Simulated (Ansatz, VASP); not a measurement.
**Sr in VASP and in Ansatz**

The input INCAR:

```
  PREC = Accurate
  ENCUT = 520
  EDIFF = 1E-6
  ISMEAR = 0
  SIGMA = 0.1
  LREAL = F
  LASPH = T
  NELM = 60
  ALGO = Normal
  ISIF = 2
  LWAVE = F
  LCHARG = F
  GGA = PE
  NBANDS = 17
```

File KPOINTS:

```
regular mesh
0
Gamma
  6 6 4
```

The input POSCAR:

```
Sr
1.0
    4.3011985039      0.0000000000      0.0000000000
   -2.1505992519      3.7249471711      0.0000000000
    0.0000000000      0.0000000000      7.0445570100
Sr
2
Direct
    0.3333333300      0.6666666700      0.2500000000
    0.6666666700      0.3333333300      0.7500000000
```

Input for Ansatz:

```yaml
crystal:
  lattice:
    - [4.3011985039, 0.0, 0.0]
    - [-2.1505992519, 3.7249471711, 0.0]
    - [0.0, 0.0, 7.04455701]
  atoms:
    - { symbol: Sr, position: [0.33333333, 0.66666667, 0.25] }
    - { symbol: Sr, position: [0.66666667, 0.33333333, 0.75] }
basis:
  ecutwfc: 420
kpoints:
  mp_grid: { grid: [6, 6, 4] }
hamiltonian:
  xc: pbe
scf:
  occupations: { method: gaussian, width: 0.1 }
output:
  forces: true
  stress: true
  eigenvalues: true
```

This isn't the form of Sr at room conditions, which is fcc.

Alike in both runs: task single point; functional PBE; k mesh 6 × 6 × 4; occupations gaussian, width 0.1 eV; no spin polarisation.

|  | VASP | Ansatz |
| --- | --- | --- |
| version | VASP 6.6.1 | Ansatz 0.2.0 |
| potentials or method | VASP PAW PBE potentials, release 64 (Sr_sv) | scalar-relativistic, plane waves, PAW |
| plane-wave cutoff (eV) | 520 | 420 |
| valence electrons in the cell | 20 | 20 |

|  | VASP | Ansatz | Ansatz less VASP |
| --- | --- | --- | --- |
| gap on the k mesh at the Fermi level (eV) | none | none | - |
| pressure (GPa) | -0.2 | -0.2 | -0.01 |

A gap of «none» marks a metal or a gap that the smearing closes. With one functional, cell and mesh, what is left measures potentials, basis and numerics.
